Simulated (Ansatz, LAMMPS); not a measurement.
# Gap against volume in glassy 68SiO2-14MgO-11ZnO-7BaO (mol %) (75 atoms)

Density of this cell: 2.80 g/cm³. The cell holds 75 atoms: 19 Si, 4 Mg, 3 Zn, 2 Ba and 47 O. Its edges and angles: a = 10.530 Å, b = 10.550 Å, c = 9.910 Å, α = 90.9°, β = 91.5°, γ = 88.1°. The starting structure: 75 atoms (19 Si, 4 Mg, 3 Zn, 2 Ba, 47 O) placed at random at 2.53 g/cm³, melted at 4000 K for 10 ps at fixed volume with the Morse and Coulomb pair potential with partial charges (Pedone, Malavasi, Menziani, Cormack and Segre, J. Phys. Chem. B 110, 11780 (2006)). Quenched from 4000 K to 300 K at 25 K/ps and fixed volume, held 5 ps, then minimised at fixed cell.

Calculated with Ansatz 0.2.0: Kohn-Sham DFT, PBE, PAW (set soft_2), plane waves; cutoff 420 eV, Γ point, fermi-dirac smearing of 0.025 eV. The relaxed cell was scaled evenly and the atoms were relaxed at each volume. The gap is that between the highest filled and the lowest empty Kohn-Sham level on the run's k-points.

| volume (Å³/atom) | gap (eV) |
| --- | --- |
| 13.197 | 3.703 |
| 13.784 | 3.429 |
| 14.224 | 3.394 |
| 14.664 | 3.552 |
| 15.103 | ? |
| 15.543 | 3.35 |

**Question.** Fit a straight line in ln V to the rows given and interpolate to the withheld row.

**Working.**

A volume deformation potential makes the spacing linear in u = ln(V/V0), with V0 = 14.664 Å³ the relaxed volume; v is the spacing.

| u = ln(V/V0) | v (eV) |
| --- | --- |
| -0.105361 | 3.7031 |
| -0.0618763 | 3.4295 |
| -0.0304598 | 3.3938 |
| 0 | 3.552 |
| 0.0582689 | 3.35 |

With n = 5: mean u = -0.0278856, mean v = 3.48568, Σ(u − ū)² = 0.015365, Σ(u − ū)(v − v̄) = -0.024539. Slope b = -0.024539 / 0.015365 = -1.5971; intercept a = v̄ − b ū = 3.4411.

At the withheld volume u = 0.02956, and v = a + b u.

Prediction at 15.103: 3.394 eV. The run gave 3.451 eV, so the fit is low by 0.058 eV (1.7 % of the value).

The rows follow a line only loosely (correlation 0.68 in size over all rows, under the 0.97 asked here), so the slope of -1.60 eV is a mean trend and no deformation potential. Among the rows given, the largest miss of the fit is at 14.664, by 0.11 eV (31 % of the range of the table).

Limits: The table spans 16 % in volume, wide for a linear law. Semilocal functionals tend to put gaps under measured ones. Only the Γ point is sampled. Atoms move by up to 0.9 Å in these relaxations, so the structure changes along the series. Defect or tail levels can set the spacing of a disordered cell. Spin–orbit coupling is left out, which matters for the levels of the heavy elements.

[Hosts, paths, dates, database ids (printed as entryN), source tags and the programs' standing remarks are cut or masked in the printed files.]
